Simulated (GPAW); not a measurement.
# CdTe (F-43m): one start, several treatments of the self-energy

Aim: compare treatments of exchange, screening and correlation for the gap of CdTe (F-43m).

Main program and level: GPAW 26.7.0; LDA and many-body steps on it, plane waves.

The database entry behind the starting cell differs from later determinations by our own check (an axis about 1.1 % short against later determinations), so it need not match the best structure at ambient conditions.

**1. Set-up**

The structure is cubic, space group F-43m (No. 216). Conventional cell: a = 6.410 Å, b = 6.410 Å, c = 6.410 Å, α = 90.00°, β = 90.00°, γ = 90.00°. Nearest to Cd lie 4 Te at 2.78 Å. Te has 4 Cd at 2.78 Å nearest. Farther neighbours and most contacts between anions are not listed.

Structure file:

```xyz
2
Lattice="0.0000 3.2050 3.2050 3.2050 0.0000 3.2050 3.2050 3.2050 0.0000" Properties=species:S:1:pos:R:3 pbc="T T T"
Cd    0.0000    0.0000    0.0000
Te    1.6025    1.6025    1.6025
```

The cell and positions come from the Crystallography Open Database and are kept as given unless a step says otherwise. Spin-orbit coupling is left out unless a step names it.

**2. Empty states on the mesh, 4×4×4 mesh, 284 bands**

This step: GPAW 26.7.0; DFT, LDA, plane waves, PAW.

The sums over transitions need many empty states on a uniform mesh; this step solves for them.

File run.py:

```python
import json
import numpy as np
from gpaw.mpi import world
from gpaw import GPAW

calc = GPAW('gs.gpw').fixed_density(kpts={'size': (4, 4, 4), 'gamma': True},
    parallel={'domain': 1, 'band': 1},
    txt='nscf.txt')
calc.diagonalize_full_hamiltonian(nbands=284)
calc.write('full.gpw', mode='all')
res = {}
kpts = calc.get_ibz_k_points()
res['kpts'] = kpts
res['eigenvalues'] = [calc.get_eigenvalues(kpt=k) for k in range(len(kpts))]
res['n_electrons'] = calc.get_number_of_electrons()

if world.rank == 0:
    with open('result.json', 'w') as f:
        json.dump(res, f, default=lambda x: x.tolist())
```

On the command line:

```console
> mpirun -n 4 gpaw python run.py
```

Numbers of over 12 decimals in the logs are rounded to 6 here.

The log of the run:

```text
Diagonalizing LCAO Hamiltonian
Converting LCAO to pw mode
convergence criteria:
- Maximum integral of absolute [eigenst]ate change: 4e-08 eV^2 / valence electron
maximum number of iterations: 100

SCF iterations
|iter     |     time |      energy | eigst |  dens |
|iter:   1|  |             | +0.73 |       |
|iter:   2|  |             | -0.48 |       |
|iter:   3|  |             | -2.09 |       |
|iter:   4|  |             | -3.37 |       |
|iter:   5|  |             | -4.64 |       |
|iter:   6|  |             | -5.82 |       |
|iter:   7|  |             | -7.04 |       |
|iter:   8|  |             | -7.56c|       |
SCF steps: 8
  __  _  _
 | _ |_)|_||  |
 |__||  | ||/\| - 26.7.0

Input parameters:
  mode=PW(ecut=450.000000),
  convergence={'density': 1e-06, 'bands': -3},
  gpts=array([24, 24, 24]),
  kpts=MonkhorstPack(size=(4, 4, 4), gamma=True),
  maxiter=100,
  nbands=16,
  occupations=Occupations(name='fermi-dirac', width=0.001, fixmagmom=False),
  parallel={'domain': 1, 'band': 1},
  xc=XC(name='LDA')
Matrix size: 1427x1427
# Writing to full.gpw (mode='all')
  [... matrices ...]

timing:  # [seconds]
  Total: 5.384  # ━━━━━━━━━━━━━━━━━━━━━━━━━━━━━━━━━━━━━━━━━━━━━━━━━━━━━━━━━━━
```

Wall time 9.3 s (4 MPI ranks of Intel Xeon Platinum 8488C (Sapphire Rapids), shared host); peak memory 1.4 GiB; 36 s of CPU time.

Numbers from this step:

```
gap                                                           : 0.6080 eV
k of the valence top                                          : 0, 0, 0
k of the conduction bottom                                    : 0, 0, 0
least direct gap                                              : 0.6080 eV
k points computed                                             : 8
lowest point of the top converged band, above the valence top : 138.6609 eV
```

On this mesh the gap is 0.608 eV.

**3. G0W0, Godby-Needs plasmon pole**

G0W0 replaces the xc potential by the self-energy, built once from these orbitals. Only a window of levels is corrected, while the sums run over the empty bands that the input names.

This step: G0W0 with a vertex from the rALDA kernel on LDA, plane waves, PAW.

File run.py:

```python
import json
import numpy as np
from gpaw.mpi import world
from gpaw.response.g0w0 import G0W0

gw = G0W0('full.gpw',
    filename='gw',
    kpts=[0],
    bands=(7, 11),
    ecut=150,
    nbands=274,
    integrate_gamma='WS',
    ppa=True,
    xc='rALDA',
    fxc_mode=None,
    fxc_modes=['GWP', 'GWS', 'GWG'],
    do_GW_too=True)
gw.calculate()
res = {mode: {k: v for k, v in r.items() if k != 'sigma_eskwn'}
       for mode, r in gw.all_results.items()}

if world.rank == 0:
    with open('result.json', 'w') as f:
        json.dump(res, f, default=lambda x: x.tolist())
```

On the command line:

```console
> mpirun -n 4 gpaw python run.py
```

The log of the run:

```text
Using integrator: PointIntegrator
FrequencyGridDescriptor(from 0.000+0.000j to 0.000+27.211j eV, 2 points)
Nonperiodic BCs:  [False False False]
Using integrator: PointIntegrator
FrequencyGridDescriptor(from 0.000+0.000j to 0.000+27.211j eV, 2 points)
Nonperiodic BCs:  [False False False]
  ___  _ _ _
 |   || | | |
 | | || | | |
 |__ ||_____|
 |___|

BZ k-points: Symmetries present (total): 24

  [... matrices ...]
64 k-points: 4 x 4 x 4 Monkhorst-Pack grid + [1/8,1/8,1/8]
8 k-points in the irreducible part of the Brillouin zone
       k-points in crystal coordinates                weights
   0:     0.00000000    0.00000000    0.00000000          1/64
   1:     0.25000000    0.25000000    0.00000000          6/64
   2:     0.25000000    0.25000000    0.25000000          8/64
   3:     0.50000000    0.25000000   -0.25000000          6/64
   4:     0.50000000    0.25000000    0.25000000         12/64
   5:     0.50000000    0.50000000    0.00000000          3/64
   6:     0.50000000    0.50000000    0.25000000         24/64
   7:     0.50000000    0.50000000    0.50000000          4/64

Distributing spins, k-points and bands (1 x 1 x 4) over 4 processes
Number of blocks: 1

Quasi particle states:
k-points (IBZ indices): [0]
Band range: (7, 11)
  [... matrices ...]
Computational parameters:
Plane wave cut-off: 150 eV
Number of bands: 274
Coulomb cutoff: None
Broadening: 0.1 eV

fxc modes: GW, GWG, GWP, GWS
Kernel: rALDA
Using Godby-Needs plasmon-pole approximation:
  Fitting energy: i*E0, E0 = 1.000 Hartree
Summing all q:

Calculating screened Coulomb potential
No Coulomb truncation
FrequencyGridDescriptor(from 0.000+0.000j to 0.000+27.211j eV, 2 points)
Removing empty qpoint cache files...

Calculating chi0 body with:
    Ground state adapter containing:
    Number of spins: 1
    Number of kpoints: 64
    Number of irreducible kpoints: 8
    Number of completely occupied states: 9
    Number of partially occupied states: 9
    Occupied states memory: 1.8984375 M / cpu

    Linear response parametrization:
    q_c: [0.0, 0.0, 0.0]
    Number of frequency points: 2
    Planewave cutoff: 150.0
    Number of bands: 274
    Number of planewaves: 283
    Broadening (eta): 1e-06
    comm.size: 4
    kncomm.size: 4
    blockcomm.size: 1

    Memory estimate of potentially large arrays:
        chi0_wGG: 2.444122 M / cpu
Integrating chi0 body.

Symmetries of q_c:
    Direct symmetries (Uq -> q): 24
    Indirect symmetries (TUq -> q): 24
In total 48 allowed symmetries.

  [... matrices ...]
8 groups of equivalent kpoints. 87.5% reduction.

Integral kind: response function
Integrating chi0 head and wings.

Symmetries of q_c:
    Direct symmetries (Uq -> q): 24
    Indirect symmetries (TUq -> q): 24
In total 48 allowed symmetries.

  [... matrices ...]
8 groups of equivalent kpoints. 87.5% reduction.

Integral kind: response function wings
Calculating rALDA kernel at 150.0 eV cutoff
q point 0 complete
q point 1 complete
q point 2 complete
q point 3 complete
q point 4 complete
q point 5 complete
q point 6 complete
q point 7 complete

Calculating chi0 body with:
    Ground state adapter containing:
    Number of spins: 1
    Number of kpoints: 64
[... the further q-points ...]

Results:
f:      Occupation numbers
eps:     KS-eigenvalues [eV]
vxc:     KS vxc [eV]
exx:     Exact exchange [eV]
sigma:   Self-energies [eV]
dsigma:  Self-energy derivatives
Z:       Renormalization factors
qp:      QP-energies [eV]

k-point 0 (0): (0.000, 0.000, 0.000)                GWP
band       f     eps     vxc     exx   sigma  dsigma       Z      qp
                                                                  GWP
   7   1.000   3.777 -16.571 -18.178   1.167  -0.277   0.783   3.433
   8   1.000   3.777 -16.571 -18.178   1.167  -0.277   0.783   3.433
   9   0.000   4.385 -13.972  -9.625  -3.682  -0.257   0.795   4.914
  10   0.000   8.267 -11.406  -6.804  -4.332  -0.270   0.788   8.480
                                                                  GWS
   7   1.000   3.777 -16.571 -18.178   1.711  -0.243   0.805   3.861
   8   1.000   3.777 -16.571 -18.178   1.711  -0.243   0.805   3.861
[...]
GWG
[...]
GW
[...]
8   1.000   3.777 -16.571 -18.178   1.232  -0.264   0.791   3.481
   9   0.000   4.385 -13.972  -9.625  -3.552  -0.245   0.803   5.024
  10   0.000   8.267 -11.406  -6.804  -4.154  -0.255   0.797   8.624
```

Run time: 15 min. Hardware: 4 MPI ranks; peak memory 4.9 GiB; 60 min of CPU time.

Numbers from this step:

- gap with the vertex in the polarisability: 1.481 eV
- gap with the vertex in the self-energy: 1.610 eV
- gap with the vertex in both: 1.550 eV
- G0W0 gap on the points computed: 1.542 eV
- least direct G0W0 gap on the computed points: 1.542 eV
- Z at the valence top: 0.7911
- Z at the conduction bottom: 0.8033
- starting gap on the mesh: 0.6080 eV
- k of the valence top: 0, 0, 0
- k of the conduction bottom: 0, 0, 0

The gap on the mesh goes from 0.61 eV to 1.54 eV, a correction of +0.93 eV.

**4. G0W0 with rALDA vertex**

Changes to run.py since step 3:

```diff
@@ -9,4 +9,4 @@
     bands=(7, 11),
-    ecut=150,
-    nbands=274,
+    ecut=90,
+    nbands=127,
     integrate_gamma='WS',
@@ -14,5 +14,3 @@
     xc='rALDA',
-    fxc_mode=None,
-    fxc_modes=['GWP', 'GWS', 'GWG'],
-    do_GW_too=True)
+    fxc_mode='GWG')
 gw.calculate()
```

On the command line:

```console
> mpirun -n 4 gpaw python run.py
```

The log of the run:

```text
Using integrator: PointIntegrator
FrequencyGridDescriptor(from 0.000+0.000j to 0.000+27.211j eV, 2 points)
Nonperiodic BCs:  [False False False]
Using integrator: PointIntegrator
FrequencyGridDescriptor(from 0.000+0.000j to 0.000+27.211j eV, 2 points)
Nonperiodic BCs:  [False False False]
  ___  _ _ _
 |   || | | |
 | | || | | |
 |__ ||_____|
 |___|

BZ k-points: Symmetries present (total): 24

  [... matrices ...]
64 k-points: 4 x 4 x 4 Monkhorst-Pack grid + [1/8,1/8,1/8]
8 k-points in the irreducible part of the Brillouin zone
       k-points in crystal coordinates                weights
   0:     0.00000000    0.00000000    0.00000000          1/64
   1:     0.25000000    0.25000000    0.00000000          6/64
   2:     0.25000000    0.25000000    0.25000000          8/64
[...]
6:     0.50000000    0.50000000    0.25000000         24/64
   7:     0.50000000    0.50000000    0.50000000          4/64

Distributing spins, k-points and bands (1 x 1 x 4) over 4 processes
Number of blocks: 1

Quasi particle states:
k-points (IBZ indices): [0]
Band range: (7, 11)
  [... matrices ...]
Computational parameters:
Plane wave cut-off: 90 eV
Number of bands: 127
Coulomb cutoff: None
Broadening: 0.1 eV

fxc modes: GWG
Kernel: rALDA
Using Godby-Needs plasmon-pole approximation:
  Fitting energy: i*E0, E0 = 1.000 Hartree
Summing all q:

Calculating screened Coulomb potential
No Coulomb truncation
FrequencyGridDescriptor(from 0.000+0.000j to 0.000+27.211j eV, 2 points)
Removing empty qpoint cache files...

Calculating chi0 body with:
    Ground state adapter containing:
    Number of spins: 1
    Number of kpoints: 64
    Number of irreducible kpoints: 8
    Number of completely occupied states: 9
    Number of partially occupied states: 9
    Occupied states memory: 1.8984375 M / cpu

    Linear response parametrization:
    q_c: [0.0, 0.0, 0.0]
    Number of frequency points: 2
    Planewave cutoff: 90.0
    Number of bands: 127
    Number of planewaves: 137
    Broadening (eta): 1e-06
    comm.size: 4
    kncomm.size: 4
    blockcomm.size: 1

    Memory estimate of potentially large arrays:
        chi0_wGG: 0.572784 M / cpu
Integrating chi0 body.

Symmetries of q_c:
    Direct symmetries (Uq -> q): 24
    Indirect symmetries (TUq -> q): 24
In total 48 allowed symmetries.

  [... matrices ...]
8 groups of equivalent kpoints. 87.5% reduction.

Integral kind: response function
Integrating chi0 head and wings.

Symmetries of q_c:
    Direct symmetries (Uq -> q): 24
    Indirect symmetries (TUq -> q): 24
In total 48 allowed symmetries.

  [... matrices ...]
8 groups of equivalent kpoints. 87.5% reduction.

Integral kind: response function wings
Calculating rALDA kernel at 90.0 eV cutoff
q point 0 complete
q point 1 complete
q point 2 complete
[...]
q point 6 complete
q point 7 complete

Calculating chi0 body with:
    Ground state adapter containing:
    Number of spins: 1
    Number of kpoints: 64
[... the further q-points ...]

Results:
f:      Occupation numbers
eps:     KS-eigenvalues [eV]
vxc:     KS vxc [eV]
exx:     Exact exchange [eV]
sigma:   Self-energies [eV]
dsigma:  Self-energy derivatives
Z:       Renormalization factors
qp:      QP-energies [eV]

k-point 0 (0): (0.000, 0.000, 0.000)                GWG
band       f     eps     vxc     exx   sigma  dsigma       Z      qp
                                                                  GWG
   7   1.000   3.777 -16.571 -18.178   1.766  -0.251   0.799   3.905
   8   1.000   3.777 -16.571 -18.178   1.766  -0.251   0.799   3.905
   9   0.000   4.385 -13.972  -9.625  -3.023  -0.230   0.813   5.462
  10   0.000   8.267 -11.406  -6.804  -3.537  -0.237   0.808   9.128
```

Wall time 2 min (4 MPI ranks); peak memory 2.9 GiB; 8 min of CPU time.

Numbers from this step:

| Item | Value |
| --- | --- |
| quasiparticle gap on the points computed | 1.556 eV |
| least direct quasiparticle gap on the computed points | 1.556 eV |
| Z at the valence top | 0.7991 |
| Z at the conduction bottom | 0.8131 |
| starting gap on the mesh | 0.6080 eV |
| k of the valence top | 0, 0, 0 |
| k of the conduction bottom | 0, 0, 0 |

Against G0W0 in GPAW (4×4×4 mesh, 274 bands, screening to 150 eV, Godby-Needs plasmon pole), the gap moves by +0.014 eV.

**5. Side by side**

Times are wall times on 4 MPI ranks of Intel Xeon Platinum 8488C (Sapphire Rapids), shared host, good to a factor of about two.

| run | mesh | bands | screening cutoff (eV) | DFT gap (eV) | gap on the mesh (eV) | direct (eV) | time |
| --- | --- | --- | --- | --- | --- | --- | --- |
| G0W0, Godby-Needs plasmon pole | 4×4×4 | 274 | 150 | 0.608 | 1.542 | 1.542 | 15 min |
| G0W0 with rALDA vertex | 4×4×4 | 127 | 90 | 0.608 | 1.556 | 1.556 | 2 min |

**6. Results**

| Quantity | Value |
| --- | --- |
| G0W0, Godby-Needs plasmon pole | 1.542 eV |
| G0W0 with rALDA vertex | 1.556 eV |
| known limits | not at the basis limit; no spin-orbit coupling; coarse k mesh |

G0W0 with rALDA vertex: +0.014 eV against G0W0, Godby-Needs plasmon pole, at other bands or cutoff, so not like for like. With the rALDA kernel as a vertex the gap is 1.48 eV (in the polarisability), 1.61 eV (in the self-energy) and 1.55 eV (in both), against 1.54 eV without. Bands and cutoff are finite, so the gap is not at the basis limit. The miss can reach some tenths of an eV and take either sign; the mesh is an error of its own. These stock PAW sets were not made for GW; the filled d or f shell of Te lies in the frozen core, which bears on start and correction. In the G0W0 runs levels were corrected at 1 k point alone, so a gap called «on the mesh» is the least over those, and an edge elsewhere would be missed. The 4×4×4 mesh is coarse for this cell, which bears on the long-range parts of exchange and screening. The many-body steps are scalar-relativistic: spin-orbit coupling is not in them.

[Paths, hosts, dates, memory and timing lines, banners, echoed tables and standing remarks are left out of the program output.]

[Logs are printed without paths, hosts, clocks, repeated set-up lines and the standing remarks that a program may print on its own settings, such as how far it seeks lower states.]

[Runs of the session that timed out or met a known fault of the program may be left out.]

[Hosts, paths, dates, database ids (printed as entryN), source tags and the programs' standing remarks are cut or masked in the printed files.]
